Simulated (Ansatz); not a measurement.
**Ru: an axial (c/a) deformation path**

The task, for Ru: look for other minima along an axial (c/a) path.

Method: DFT PBEsol, scalar-relativistic, plane waves, PAW, in Ansatz 0.2.0.

2 further runs of the same task are left out: 2 set aside as unsound or not needed.

### Step 1. The structure to begin with

It takes space group P6_3/mmc (No. 194, hexagonal). Conventional cell: a = 2.690 Å, b = 2.690 Å, c = 4.252 Å, α = 90.00°, β = 90.00°, γ = 120.00°. Ru (site symmetry -6m2) is surrounded by 12 Ru at 2.63 to 2.69 Å.

Structure file:

```cif
data_structure
_symmetry_space_group_name_H-M 'P6_3/mmc'
_symmetry_Int_Tables_number 194
_cell_length_a 2.6895
_cell_length_b 2.6895
_cell_length_c 4.2519
_cell_angle_alpha 90.000
_cell_angle_beta 90.000
_cell_angle_gamma 120.000
_cell_volume 26.64
loop_
_atom_site_label
_atom_site_type_symbol
_atom_site_symmetry_multiplicity
_atom_site_Wyckoff_symbol
_atom_site_fract_x
_atom_site_fract_y
_atom_site_fract_z
_atom_site_occupancy
Ru1 Ru 2 c 0.33333 0.66667 0.25000 1
```

It is the result of an earlier relaxation at this level (volume 13.32 Å³/atom; gap on the mesh: none (metal)).

### Step 2. The undisturbed cell

Input file input.yaml:

```yaml
crystal:
  lattice:
    - [2.6895239993, 0.0, 0.0]
    - [-1.3447619996, 2.3291961074, 0.0]
    - [0.0, 0.0, 4.2519209527]
  atoms:
    - { symbol: Ru, position: [0.3333333333, 0.6666666667, 0.25] }
    - { symbol: Ru, position: [0.6666666667, 0.3333333333, 0.75] }
basis:
  ecutwfc: 420
kpoints:
  mp_grid: { grid: [30, 30, 16] }
hamiltonian:
  xc: pbesol
scf:
  occupations: { method: gaussian, width: 0.15 }
output:
  forces: true
  stress: true
  eigenvalues: true
```

On the command line:

```bash
$ ansatz run input.yaml --threads 1 --pin off --max-ram 2560MiB --backend cpu --events-out ev --progress --plain --runs-dir out
```

### Step 3. Next: an axial (c/a) deformation path

At fixed volume and fractional coordinates, lengths along (0.000, 0.000, 1.000) are scaled against those across it; ρ is that ratio over its starting value.

### Step 4. At ρ = 0.850

Changes to input.yaml since step 2:

```diff
@@ -2,5 +2,5 @@
   lattice:
-    - [2.6895239993, 0.0, 0.0]
-    - [-1.3447619996, 2.3291961074, 0.0]
-    - [0.0, 0.0, 4.2519209527]
+    - [2.839242248, 0.0, 0.0]
+    - [-1.419621124, 2.4588559143, 0.0]
+    - [0.0, 0.0, 3.8153214348]
   atoms:
```

### Step 5. Point ρ = 1.200

Changes to input.yaml since step 4:

```diff
@@ -2,5 +2,5 @@
   lattice:
-    - [2.839242248, 0.0, 0.0]
-    - [-1.419621124, 2.4588559143, 0.0]
-    - [0.0, 0.0, 3.8153214348]
+    - [2.5309389838, 0.0, 0.0]
+    - [-1.2654694919, 2.1918574554, 0.0]
+    - [0.0, 0.0, 4.8014529701]
   atoms:
```

### Step 6. Point ρ = 0.920

Changes to input.yaml since step 5:

```diff
@@ -2,5 +2,5 @@
   lattice:
-    - [2.5309389838, 0.0, 0.0]
-    - [-1.2654694919, 2.1918574554, 0.0]
-    - [0.0, 0.0, 4.8014529701]
+    - [2.7653247978, 0.0, 0.0]
+    - [-1.3826623989, 2.3948415247, 0.0]
+    - [0.0, 0.0, 4.0220154407]
   atoms:
@@ -20 +20,5 @@
   eigenvalues: true
+  write_density: true
+  write_potential: true
+  elf: true
+  volumetric_format: npy
```

### Step 7. Point ρ = 1.100

Changes to input.yaml since step 6:

```diff
@@ -2,5 +2,5 @@
   lattice:
-    - [2.7653247978, 0.0, 0.0]
-    - [-1.3826623989, 2.3948415247, 0.0]
-    - [0.0, 0.0, 4.0220154407]
+    - [2.6054207177, 0.0, 0.0]
+    - [-1.3027103588, 2.2563605291, 0.0]
+    - [0.0, 0.0, 4.5308564778]
   atoms:
@@ -20,5 +20 @@
   eigenvalues: true
-  write_density: true
-  write_potential: true
-  elf: true
-  volumetric_format: npy
```

### Step 8. At ρ = 0.960

Changes to input.yaml since step 7:

```diff
@@ -2,5 +2,5 @@
   lattice:
-    - [2.6054207177, 0.0, 0.0]
-    - [-1.3027103588, 2.2563605291, 0.0]
-    - [0.0, 0.0, 4.5308564778]
+    - [2.7263713726, 0.0, 0.0]
+    - [-1.3631856863, 2.3611068688, 0.0]
+    - [0.0, 0.0, 4.1377667366]
   atoms:
```

### Step 9. At ρ = 1.050

Changes to input.yaml since step 8:

```diff
@@ -2,5 +2,5 @@
   lattice:
-    - [2.7263713726, 0.0, 0.0]
-    - [-1.3631856863, 2.3611068688, 0.0]
-    - [0.0, 0.0, 4.1377667366]
+    - [2.6461369929, 0.0, 0.0]
+    - [-1.3230684964, 2.2916218578, 0.0]
+    - [0.0, 0.0, 4.3924960675]
   atoms:
@@ -20 +20,5 @@
   eigenvalues: true
+  write_density: true
+  write_potential: true
+  elf: true
+  volumetric_format: npy
```

### Step 10. ρ = 0.800

Changes to input.yaml since step 9:

```diff
@@ -2,5 +2,5 @@
   lattice:
-    - [2.6461369929, 0.0, 0.0]
-    - [-1.3230684964, 2.2916218578, 0.0]
-    - [0.0, 0.0, 4.3924960675]
+    - [2.8972019018, 0.0, 0.0]
+    - [-1.4486009509, 2.5090504469, 0.0]
+    - [0.0, 0.0, 3.6641943999]
   atoms:
@@ -20,5 +20 @@
   eigenvalues: true
-  write_density: true
-  write_potential: true
-  elf: true
-  volumetric_format: npy
```

### Step 11. ρ = 1.300

Changes to input.yaml since step 10:

```diff
@@ -2,5 +2,5 @@
   lattice:
-    - [2.8972019018, 0.0, 0.0]
-    - [-1.4486009509, 2.5090504469, 0.0]
-    - [0.0, 0.0, 3.6641943999]
+    - [2.4643041392, 0.0, 0.0]
+    - [-1.2321520696, 2.1341499872, 0.0]
+    - [0.0, 0.0, 5.0646264277]
   atoms:
```

(Steps that only read results are left out.)

**Question.** What will these runs give? Wanted: highest point.

As calculated:

| quantity | value |
| --- | --- |
| highest point | 850.9 meV/atom at ρ = 1.300 |

No sampled point lies below the undisturbed cell. No sampled point inside the path is a dip, apart from those named.
